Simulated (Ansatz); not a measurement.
# Optical response of AlN

What colour and refractive index does AlN have at this level of theory?

Calculated with Ansatz 0.2.0; DFT, PBE, plane-wave PAW, default files, scalar-relativistic, independent-particle optical response without local fields.

**1. Starting point**

It takes space group F-43m (No. 216, cubic). The conventional cell has a = 4.368 Å, b = 4.368 Å, c = 4.368 Å, α = 90.00°, β = 90.00°, γ = 90.00°. Al has 4 N at 1.89 Å nearest. N has 4 Al at 1.89 Å nearest. Farther neighbours and most contacts between anions are not listed.

**2. Ground state and bands**

First the ground state: is it a metal or has it a gap?

This step: DFT, PBE, plane-wave PAW, default files, scalar-relativistic, ground state (Ansatz 0.2.0).

input.yaml

```yaml
crystal:
  lattice:
    - [0.0, 2.1839935596, 2.1839935596]
    - [2.1839935596, 0.0, 2.1839935596]
    - [2.1839935596, 2.1839935596, 0.0]
  atoms:
    - { symbol: Al, position: [0.0, 0.0, 0.0] }
    - { symbol: "N", position: [0.25, 0.25, 0.25] }
kpoints:
  mp_grid: { grid: [9, 9, 9] }
  band_path:
    path:
      - [[0.0, 0.0, 0.0], [0.5, 0.0, 0.5], [0.5, 0.25, 0.75], [0.375, 0.375, 0.75], [0.0, 0.0, 0.0], [0.5, 0.5, 0.5], [0.625, 0.25, 0.625], [0.5, 0.25, 0.75], [0.5, 0.5, 0.5], [0.375, 0.375, 0.75]]
      - [[0.625, 0.25, 0.625], [0.5, 0.0, 0.5]]
    npoints: 7
scf:
  occupations: { method: fermi_dirac, width: 0.05 }
  n_extra_bands: 6
hamiltonian:
  xc: pbe
  pseudopotentials: { kind: paw }
output:
  forces: true
  stress: true
  populations: true
  write_bands: true
  write_density: true
  write_potential: true
  elf: true
  volumetric_format: npy
```

On the command line:

```console
$ ansatz run input.yaml --threads 4 --pin off --max-ram 8192MiB --backend cpu --events-out ev --progress --plain --runs-dir out
```

Numbers of over 12 decimals in the logs are rounded to 6 here.

Output:

```text
scf.n_extra_bands = 6 over 4 filled bands (N_el = 8.0): the run solves 10 bands
Engine: ansatz 0.2.0, aarch64-unknown-linux-gnu
Pseudopotentials: kind: paw
Pseudopotential: Al, paw, valence charge 3, recommended cutoff 420 eV (normal), Al.paw.azcp
Pseudopotential: N, paw, valence charge 5, recommended cutoff 420 eV (normal), N.paw.azcp
Functional definition: PBE
  parameter kappa = 0.804
  parameter beta = 0.066725
  exchange = pbe_x(kappa = kappa, mu = beta*pi^2/3)
  correlation = pbe_c(beta = beta)
Crystal: 2 atoms, lattice volume = 20.835 Å³
Basis set: ecut = 420 eV, 411 PW (Γ), exchange–correlation on 48×48×48 points (8 copies of the dense FFT grid, shifted against one another)
Bands: 10, of which v1, the nominal top of the filled ones, is band 4 counted from 1 (3 counted from 0)
Symmetry: 24 space group operations
Space group: F-43m (ITA 216), of the structure as read, at distance tolerance 2.8e-5 Å
k-points: 35 of 729 (time reversal used)
Non-local potential: Al, projectors of the file, l = 0: 2, l = 1: 2, l = 2: 1
Non-local potential: N, projectors of the file, l = 0: 2, l = 1: 2, l = 2: 1
PAW form: soft (Blöchl's): semilocal exchange-correlation on the pseudo side does not see the compensation charge
PAW one-centre angular grid: Al, 110 points (default); XC on 64 Gauss nodes
PAW one-centre angular grid: N, 110 points (default); XC on 64 Gauss nodes
Initial density: superposition of atomic densities (neutral atoms: chi_scale 0, normalization atom), corrected by the library's trained network
Initial wavefunctions: pseudopotential atomic-orbital guess
Functional: x = pbe(κ = 0.804, μ = 0.219515), c = pbe(β = 0.066725)
SCF iter   1: F=—  HF=-924.203378 eV  |F-HF|=—  |Δ(HF+E_count)|=         —  Δρ=7.19e-4  dr2=3.34e-5  ethr=1.77e-3  ⟨swp⟩=4.8  Hψ=2259  notcnv=0  defer=1
preconditioner: auto → none  [insulator: Δε(μ)=3.511 eV  Ē_g=17.826 eV  σ=0.050 eV  W_gap=1.00  n_scr=0 (ndim 8)  ℏωp=23.0 eV  f_vac=0.000  D(μ)=0.00/eV (n_scr^D=0)  ε∞_Penn≈2.7]
SCF iter   2: F=—  HF=-924.203496 eV  |F-HF|=—  |Δ(HF+E_count)|=   1.18e-4  Δρ=3.40e-4  dr2=6.33e-6  ethr=4.18e-7  ⟨swp⟩=2.5  Hψ=766  notcnv=0  defer=8
SCF iter   3: F=—  HF=-924.203531 eV  |F-HF|=—  |Δ(HF+E_count)|=   3.57e-5  Δρ=6.04e-5  dr2=2.40e-7  ethr=7.92e-8  ⟨swp⟩=2.4  Hψ=433  notcnv=0  defer=8
iter 4 did not close the SCF: its close was put off for the readings that it lacked (scf_convergence_deferred on its scf_iter line)
SCF iter   4: F=-924.203532 eV  HF=-924.203532 eV  |F-HF|=2.02e-10  |Δ(HF+E_count)|=   8.06e-7  Δρ=1.11e-5  dr2=1.01e-8  ethr=3.00e-9  ⟨swp⟩=2.4  Hψ=439  notcnv=0  defer=8
iter 5 did not close the SCF: its close was put off for the readings that it lacked (scf_convergence_deferred on its scf_iter line)
SCF iter   5: F=-924.203532 eV  HF=-924.203532 eV  |F-HF|=2.11e-11  |Δ(HF+E_count)|=   2.28e-9  Δρ=2.23e-6  dr2=4.10e-10  ethr=1.26e-10  ⟨swp⟩=2.0  Hψ=415  notcnv=0  defer=8
SCF iter   6: F=-924.203532 eV  HF=-924.203532 eV  |F-HF|=6.82e-13  |Δ(HF+E_count)|=  7.09e-11  Δρ=2.36e-7  dr2=4.86e-12  ethr=5.12e-12  ⟨swp⟩=6.7  Hψ=1696  notcnv=0
SCF 1 converged in 6 iterations: F = -924.203532 eV  dr2 = 4.86e-12
  greatest PAW one-centre occupation: 0.788 electrons in one spin orbital (limit 2), on the N atom at site 1 (counted from 0), in its partial waves of l = 0
NSCF: frozen V_eff on 72 k-points
SCF converged after 6 iterations
Free energy (F): -924.203532 eV
Harris-Foulkes:  -924.203532 eV  (|F-HF|=6.82e-13)
Internal energy: -924.203532 eV  (E = F + TS)
E sigma→0 (E₀):  -924.203532 eV
Fermi energy:    8.749918 eV
--- Per-component energies (eV) ---
  E_band       = 15.387925
  E_kinetic    = 159.508566
  E_local      = -222.792933  (includes V_loc(G=0)·N_el)
  E_nonlocal   = 55.524881
  E_hartree    = 77.212365
  E_xc         = -101.852499
  E_vxc        = -107.979034  (∫ρ·V_xc dr)
  E_paw        = -595.200455  (= ΣΔE_a)
  E_vpaw       = -23.298370  (= ΣTr[D̂ρ^β])
  E_aug_tail   = 0.000098  (compensation charges beyond the density's cutoff)
  E_ewald      = -296.603555
  E_smearing   = -0.000000  (= −TS)
  E_closure    = 0.000000  (closes the sum)
  Σ components = -924.203532   (vs F -924.203532, Δ=0.00e0)
--- Forces (eV/Å), atoms counted from 1 ---
  atom   1  Al     0.00000000    -0.00000000    -0.00000000
  atom   2  N     -0.00000000     0.00000000    -0.00000000
  max |Σ_I F_I| component: 1.48e-16 eV/Å
--- Stress (GPa, compression-positive) ---
        4.863880      -0.000000      -0.000000
        0.000000       4.863880       0.000000
       -0.000000       0.000000       4.863880
  P = ⅓ Tr σ = 4.8639 GPa (48.639 kbar)
--- Band table (eV; the first three rows and the last of 35) ---
  k-point 0: bands = ["-7.9970", "6.9707", "6.9707", "6.9707", "11.1569", "19.5523", "19.5523", "19.5523", "24.5715", "24.5715"]
  k-point 1: bands = ["-7.8170", "6.0016", "6.9082", "6.9082", "11.9428", "19.0826", "19.7036", "19.7036", "23.2128", "23.2128"]
  k-point 2: bands = ["-7.3124", "4.1816", "6.7586", "6.7586", "13.1715", "18.1737", "19.4867", "19.4867", "22.9523", "22.9523"]
  k-point 34: bands = ["-5.3252", "2.8876", "3.7234", "4.6424", "13.0225", "18.0338", "18.5633", "19.9168", "23.9678", "25.8466"]
--- Löwdin populations: 2 sites ---
  site symbol       q [e]
     0     Al      1.9247
     1      N      6.0148
  spilling = 0.007569 (of n_electrons = 8.000000)
```

Wall time 0.53 s (4 threads of Arm Neoverse V2, shared host); peak memory 0.26 GiB; 1.6 s of CPU time.

Reading the cycles: dr2 is the Hartree energy of the density residual (eV), the measure of convergence; HF is the Harris–Foulkes estimate of the energy, which meets the free energy F at convergence.

Numbers from this step:

```
free energy                  : -924.2035 eV
Fermi energy                 : 8.750 eV
gap by band count            : 3.510 eV
electrons                    : 8
symmetry operations          : 24
pressure                     : 4.864 GPa
gap on the k-mesh            : 3.510 eV
volume                       : 20.83 Å³
gap on the path              : 3.326 eV
least direct gap on the path : 4.186 eV
```

There is a gap, 3.33 eV on the path, so no carriers' term is needed. The cell is left with a pressure of 4.9 GPa, as it stands unrelaxed at this level.

The electronic bands at the labelled points (eV, zero at the Fermi level; v1 is the highest filled band, c1 the lowest empty one):

```csv
point,v3,v2,v1,c1,c2,c3,c4
Γ,-1.78,-1.78,-1.78,2.41,10.80,10.80,10.80
0.43 of the way,-4.18,-2.56,-2.56,4.36,8.88,9.90,11.93
X,-6.67,-3.55,-3.55,1.55,6.84,12.18,13.94
0.57 of the way,-6.24,-4.33,-4.16,3.08,8.15,11.48,11.71
W,-5.55,-5.21,-4.46,4.26,9.64,10.20,10.40
0.43 of the way,-5.83,-5.26,-3.89,3.96,8.85,10.82,11.01
K,-6.03,-5.40,-3.14,3.39,8.33,11.30,12.38
0.43 of the way,-5.75,-3.68,-2.10,5.98,7.84,9.67,10.67
Γ,-1.78,-1.78,-1.78,2.41,10.80,10.80,10.80
0.43 of the way,-4.43,-1.98,-1.98,4.34,9.49,10.78,10.78
L,-7.62,-2.26,-2.26,5.60,8.08,9.37,9.37
0.43 of the way,-7.22,-3.43,-2.53,5.77,7.07,10.25,10.41
U,-6.03,-5.40,-3.14,3.39,8.33,11.30,12.38
0.43 of the way,-5.91,-5.32,-3.61,3.76,8.62,11.04,11.37
W,-5.55,-5.21,-4.46,4.26,9.64,10.20,10.40
0.57 of the way,-7.09,-3.65,-2.71,5.66,7.14,10.37,10.60
L,-7.62,-2.26,-2.26,5.60,8.08,9.37,9.37
0.57 of the way,-6.92,-4.09,-2.69,5.05,7.68,10.55,10.82
K,-6.03,-5.40,-3.14,3.39,8.33,11.30,12.38
jump to U,-6.03,-5.40,-3.14,3.39,8.33,11.30,12.38
0.43 of the way,-6.45,-4.41,-3.41,2.33,7.53,11.85,13.33
X,-6.67,-3.55,-3.55,1.55,6.84,12.18,13.94
```

The electronic bands as a text plot (rows in eV, shown from -7.6 to 7.5 only):

```
    7.2 |      ++ +                        ++        + +  +    +
    6.6 |        +                                    +         +
    6.0 |                  +++            +++        +++ ++
    5.3 |                     +        +++              +  +
    4.7 |                 +           +             +
    4.1 |  ++++      +++       +     +       ++ ++++        ++
    3.4 |               ++          +          +
    2.8 | +    +   ++           ++ +                          +
    2.2 |+                        +                            +
    1.5 |       +++                                             +
    0.9 |
    0.3 |
   -0.4 |
   -1.0 |
   -1.6 |**                   *******
   -2.2 | ***              *** *** * ********         *****
   -2.9 |  * **          **   *            * ***     **    ***
   -3.5 |      ****     *   ** *    *       *   *   **    *   ***
   -4.1 |   *      *****             *           * *       *   *
   -4.8 |            *     *  *              *    * *       *
   -5.4 |    **       *****           *       ******         **
   -6.0 |      *    ** *******                **** **        **
   -6.7 |       ****                   *     *             **  **
   -7.3 |                               *****        ******
         Γ       X    W  K        Γ      L     U  W     L   K|U X
```

Electrostatic potential energy in the ac plane of a cell with a along [110], b along [-110] and c along [001] of the cube at fractional y = 0.000, with atoms of Al and N within 0.2 Å of it. With pseudopotentials it is smooth inside the atoms' cores, unlike the true potential.

Ten even steps from '_' (-46 eV) to '@' (12 eV), each cell a mean:
```
%%####%%%%%%####%%##**%%%%%%%%**##
**####++::++##******##**----####**
%%%%##..__..##%%%%%%%%==____==%%%%
@@@@%%::__::%%@@@@@@@@++__..++@@@@
@@@@@@##**##@@@@@@@@@@%%****%%@@@@
@@@@@@@@@@@@@@@@@@@@@@@@@@@@@@@@@@
@@@@@@@@@@@@@@@@@@@@@@@@@@@@@@@@@@
@@@@@@@@@@@@@@@@@@@@@@@@@@@@@@@@@@
@@@@@@@@@@@@@@@@@@@@@@@@@@@@@@@@@@
####%%@@@@@@%%######%%@@@@@@@@%%##
##**##@@@@@@##**##****%%@@@@%%****
%%####@@@@%%####%%%%**%%@@@@%%**%%
```

Valence density in the ac plane of a cell with a along [110], b along [-110] and c along [001] of the cube at fractional y = 0.000, with atoms of Al and N within 0.2 Å of it. It is the smooth field of the valence electrons, not physical close to the nuclei.

Ten even steps from '0' (0.1 e/Å³) to '9' (3.6 e/Å³), each cell a mean:
```
00112110000122100
00256520001366310
01389730001599510
00269620001488410
00124210000133100
00001000000011000
00000000000000000
00000000000000000
00000000000000000
00000000000000000
00000000000000000
00000000000000000
```

**3. Spectrum**

With the density converged, the vertical transitions are summed over the zone.

This step: DFT, PBE, plane-wave PAW, default files, scalar-relativistic, independent-particle optical response without local fields (Ansatz 0.2.0).

input.yaml, the sections that differ from step 2:

```yaml
kpoints:
  mp_grid: { grid: [9, 9, 9] }
scf:
  occupations: { method: fixed }
output:
  optics:
    e_range: [0, 20]
    de: 0.05
    sigma: 0.1
    nscf_kmesh: { grid: [12, 12, 12] }
    bands: { spectra_wanted_up_to: 20 }
# crystal, hamiltonian: as in step 2
```

Output:

```text
[...]
Crystal: 2 atoms, lattice volume = 20.835 Å³
Basis set: ecut = 420 eV, 411 PW (Γ)
Bands: 8, of which v1, the nominal top of the filled ones, is band 4 counted from 1 (3 counted from 0)
[... 1 set-up line as in the run before ...]
[...]
k-points: 35 of 729 (time reversal used)
[...]
SCF iter   1: F=—  HF=-924.203341 eV  |F-HF|=—  |Δ(HF+E_count)|=         —  Δρ=7.10e-4  dr2=3.17e-5  ethr=1.77e-3  ⟨swp⟩=4.7  Hψ=1850  notcnv=0  defer=14
[...]
SCF iter   6: F=-924.203489 eV  HF=-924.203489 eV  |F-HF|=5.12e-12  |Δ(HF+E_count)|=   2.09e-9  Δρ=2.23e-7  dr2=4.26e-12  ethr=1.00e-12  ⟨swp⟩=1.5  Hψ=1018  notcnv=0
SCF 1 converged in 6 iterations: F = -924.203489 eV  dr2 = 4.26e-12
[...]
NSCF: frozen V_eff on 72 k-points
[...]
output.optics: what the bands over the 16 summed would add to eps1, eps2 and the energy-loss function is held between a lower and an upper bound (8 Lanczos steps). eps1, eps2 and their loss function (loss_summed_bands) are given on every row as the summed bands alone make them. Along an axis, on a row where the two bounds hold the loss function to about 1 % of the greater of itself and 0.5 % of |1/eps|, its cell (loss_completed) is given, with the completed eps1 and eps2 that it is formed of (a cell that is left empty reads nan in the table and null in the record). The two bounds hold it so along every axis on all 401 rows up to 20.000 eV. [rest of the remark cut]
SCF converged after 6 iterations
Free energy (F): -924.203489 eV
[...]
Internal energy: -924.203489 eV  (E = F + TS)
E sigma→0 (E₀):  -924.203489 eV
Fermi energy:    6.970758 eV
[...]
--- Band table (eV; the first three rows and the last of 35) ---
[...]
```

Run time: 3.3 s. Hardware: 4 threads; peak memory 0.46 GiB.

Read-outs, printed or worked out from the files:

| Quantity | Value |
| --- | --- |
| electronic dielectric constant ε∞, mean over x, y and z (by symmetry where fewer were run) | 4.726 |
| absorption onset, first axis (α over 10⁴ cm⁻¹, or the direct gap if that lies higher) | 4.186 eV |
| main peak of Im epsilon, first axis | 7.999 eV |
| least direct gap on the mesh | 4.186 eV |
| bands summed | 16 |
| spectra valid up to | 30.90 eV |
| program's estimate of the k-sum error in Im epsilon | 0.06 % |
| electrons in the f-sum | 6.264 |

The Im ε, any direction has structure finer than the step of the table below, so its rows give means over 0.5 eV, whole bins alone (the curve runs from 0 to 20 eV). Peaks (eV: height): 8.00: 8.89, 9.85: 5.22, 11.25: 7.26, 12.75: 6.47.

The Im ε, any direction by photon energy; means over each step:

photon energy (eV), Im ε, any direction and a bar:
```
      3.5       0.00 
      4.0       0.04 
      4.5       0.58 ##
      5.0       1.19 ####
      5.5       2.90 ###########
      6.0       4.13 ###############
      6.5       5.43 ####################
      7.0       7.36 ###########################
      7.5       7.65 ############################
      8.0       8.19 ##############################
      8.5       4.34 ################
      9.0       2.87 ###########
      9.5       4.65 #################
     10.0       4.70 #################
     10.5       4.33 ################
     11.0       5.86 #####################
     11.5       5.90 ######################
     12.0       5.70 #####################
     12.5       5.97 ######################
     13.0       5.19 ###################
     13.5       3.35 ############
     14.0       2.96 ###########
     14.5       2.76 ##########
     15.0       1.88 #######
     15.5       1.33 #####
     16.0       1.12 ####
     16.5       0.98 ####
     17.0       0.82 ###
     17.5       0.71 ###
     18.0       0.57 ##
     18.5       0.42 ##
     19.0       0.38 #
     19.5       0.37 #
```

The Re ε, any direction by photon energy:

```csv
photon energy (eV),"Re ε, any direction"
0.0,4.73
0.5,4.74
1.0,4.78
1.5,4.86
2.0,4.97
2.5,5.13
3.0,5.36
3.5,5.69
4.0,6.26
4.5,6.97
5.0,7.84
5.5,8.17
6.0,7.83
6.5,7.49
7.0,6.30
7.5,4.14
8.0,1.58
8.5,-0.535
9.0,2.35
9.5,2.63
10.0,1.55
10.5,2.76
11.0,2.69
11.5,-0.0696
12.0,0.758
12.5,-0.425
13.0,-2.88
13.5,-2.37
14.0,-1.78
14.5,-2.06
15.0,-2.19
15.5,-1.72
16.0,-1.37
16.5,-1.20
17.0,-1.02
17.5,-0.840
18.0,-0.755
18.5,-0.569
19.0,-0.371
19.5,-0.262
20.0,-0.180
```

The loss function −Im 1/ε at q → 0, any direction by energy loss; read off at these points:

```csv
energy loss (eV),"loss function −Im 1/ε at q → 0, any direction"
4.00,1.6e-5
4.50,0.0123
5.00,0.0158
5.50,0.0389
6.00,0.0526
6.50,0.0633
7.00,0.0778
7.50,0.102
8.00,0.109
8.50,0.227
8.70,0.352
9.00,0.211
9.50,0.162
10.00,0.190
10.50,0.164
11.00,0.144
11.50,0.177
12.00,0.172
12.50,0.174
13.00,0.149
13.50,0.200
14.00,0.249
14.50,0.233
15.00,0.225
15.50,0.280
16.00,0.357
16.50,0.410
17.00,0.481
17.50,0.589
18.00,0.634
18.50,0.834
19.00,1.35
19.50,1.79
20.00,2.28
```

The reflectivity at normal incidence, any direction has structure finer than the step of the table below, so its rows give means over 1 eV, whole bins alone (the curve runs from 0 to 20 eV). Peaks (eV: height): 8.2: 39.3, 9.9: 25.7, 11.3: 34.8, 13.1: 47.8, 15.2: 54.7, 18.4: 54.3.

Reflectivity at normal incidence, any direction against photon energy; means over each step:

photon energy (eV), reflectivity at normal incidence, any direction (%) and a bar from the least value:
```
        1       13.9 
        2       14.5 
        3       15.8 #
        4       18.6 ####
        5       22.8 #######
        6       26.2 ##########
        7       30.4 #############
        8       34.9 ################
        9       19.7 #####
       10       22.8 #######
       11       27.8 ###########
       12       31.8 ##############
       13       43.9 #######################
       14       43.2 #######################
       15       52.3 ##############################
       16       51.5 #############################
       17       50.1 ############################
       18       51.9 ##############################
       19       46.6 ##########################
```

Table of refractive index n and extinction k by photon energy:

```csv
photon energy (eV),n,k
0.0,2.17,0
0.5,2.18,0
1.0,2.19,0
1.5,2.20,0
2.0,2.23,0
2.5,2.27,0
3.0,2.31,0
3.5,2.39,0
4.0,2.50,1.2e-4
4.5,2.64,0.114
5.0,2.80,0.175
5.5,2.90,0.505
6.0,2.89,0.714
6.5,2.89,0.933
7.0,2.85,1.36
7.5,2.53,1.50
8.0,2.30,1.93
8.5,1.39,1.57
9.0,1.72,0.772
9.5,2.00,1.17
10.0,1.81,1.31
10.5,1.99,1.09
11.0,2.11,1.34
11.5,1.67,1.69
12.0,1.80,1.58
12.5,1.63,1.76
13.0,1.22,2.09
13.5,0.923,1.79
14.0,0.913,1.62
14.5,0.835,1.66
15.0,0.576,1.59
15.5,0.471,1.40
16.0,0.445,1.25
16.5,0.418,1.17
17.0,0.380,1.08
17.5,0.367,0.987
18.0,0.306,0.921
18.5,0.258,0.798
19.0,0.278,0.670
19.5,0.312,0.599
20.0,0.323,0.533
```

From ε follow the optical constants at some laser and lamp lines:

```csv
wavelength (nm),n,k,R (%),1/α
1550,2.18,0.000,13.8,over 1 mm
633,2.23,0.000,14.5,over 1 mm
532,2.25,0.000,14.8,over 1 mm
405,2.32,0.000,15.8,over 1 mm
365,2.37,0.000,16.5,over 1 mm
308,2.51,0.001,18.5,49 µm
193,2.89,0.896,27.5,17 nm
```

Rows near the edge hang on the gap, which this functional as a rule makes too small, and phonon-assisted absorption is left out.

A film 1 µm thick would pass 74 % of daylight and look colourless, dimmed by reflection in transmission (x = 0.314, y = 0.331).

The f-sum over the summed bands holds 6.3 of the cell's 8 electrons outside the frozen cores, 2 of which lie in bands more than 12 eV below the Fermi level, whose transitions come at higher energies. Up to 20 eV the strength has a mean oscillator energy of 9.7 eV, close to the main peak.

**4. Outcome**

* gap on the path: 3.33 eV
* least direct gap on the path: 4.19 eV
* electronic dielectric constant ε∞, mean over x, y and z (by symmetry where fewer were run) (independent particles): 4.73
* absorption onset, first axis (α over 10⁴ cm⁻¹, or the direct gap if that lies higher): 4.19 eV
* main peak of Im epsilon, first axis: 8.00 eV

At this level (PBE, independent particles) AlN has ε∞ = 4.73 and n = 2.18 at 1550 nm; absorption sets in near 4.2 eV, and Im ε peaks at 8.0 eV. The gap is indirect (3.33 eV), so absorption without phonons can begin only at the direct gap of 4.19 eV. Absorption passes 10⁴ cm⁻¹ from the direct gap on, 4.19 eV, in the ultraviolet, so the visible is passed. Distinct maxima of Im ε, read by a parabola through the highest points, lie at 8.00 eV (8.9), 11.26 eV (7.3), 12.15 eV (6.1) and 12.75 eV (6.5). The f-sum over the summed bands holds 6.3 of the cell's 8 electrons outside the frozen cores, 2 of which lie in bands more than 12 eV below the Fermi level, whose transitions come at higher energies. Up to 20 eV the strength has a mean oscillator energy of 9.7 eV, close to the main peak. A film 1 µm thick would pass 74 % of daylight and look colourless, dimmed by reflection in transmission (x = 0.314, y = 0.331). Excitons and phonon-assisted transitions are missing, and so are local fields; PBE gaps are as a rule too small, which pulls the onset down and ε∞ up. In the base run ε includes the program's bounded estimate of what the bands above those summed add.

[Logs are printed without paths, hosts, clocks, repeated set-up lines and the standing remarks that a program may print on its own settings, such as how far it seeks lower states.]

[Hosts, paths, dates, database ids (printed as entryN), source tags and the programs' standing remarks are cut or masked in the printed files.]
